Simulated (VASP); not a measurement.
# BN (Qingsongite): band structure with HSE06

**What was measured.**

From a printed reference work, monograph, for a bulk crystal of BN at 300 K: band gap 6.4 eV (indirect).

Crystal: BN (Qingsongite).

```
CELL_PARAMETERS angstrom
0.00000 1.80332 1.80332
1.80332 0.00000 1.80332
1.80332 1.80332 0.00000
ATOMIC_POSITIONS crystal
B 0.00000 0.00000 0.00000
N 0.25000 0.25000 0.25000
```

| Quantity | Value |
| --- | --- |
| Program | VASP 6.6.1 |
| Task | band structure |
| Functional | HSE06 |
| Potentials or basis | VASP PAW PBE potentials, release 64 (B, N) |
| Cutoff | 520 eV |
| k mesh | 8 × 8 × 8 |
| Occupations | gaussian, width 0.03 eV |
| Spin | no spin polarisation |
| Grid for exact exchange (PRECFOCK) | Fast |
| Screening parameter | 0.2 1/A |
| Further INCAR settings | ALGO = Normal; EDIFF = 1e-06 |

```
Pressure                : -3.0 GPa
Band gap on the k mesh  : 5.81 eV, indirect (least direct gap 10.61 eV)
Band gap along the path : 5.81 eV, indirect (least direct gap 10.61 eV)
```

Levels at points of the mesh, in eV from the valence-band top:
```tsv
k point	band 1	band 2	band 3	band 4	band 5	band 6	band 7	band 8
(0.00, 0.00, 0.00)	-22.19	0.00	0.00	0.00	10.61	10.61	10.61	12.27
(0.50, 0.00, 0.00)	-17.63	-11.70	-2.12	-2.12	11.96	12.58	12.58	17.47
(0.50, 0.50, 0.00)	-16.14	-9.82	-5.35	-5.35	5.81	10.80	20.60	20.60
```

Run time: 120 s on 4 MPI ranks on Intel(R) Xeon(R) Platinum 8259CL CPU @ 2.50GHz (Skylake/Cascade Lake) (shared host), peak memory 0.22 GiB a rank.

Against the measured gap of BN, 6.4 eV (indirect; 300 K; a printed reference work, monograph), the calculated 5.81 eV is off by -0.59 eV. The value is that of HSE06, without temperature or zero-point motion.

Caveat: the PAW data sets were made with another functional, which shifts forces and pressure a little.
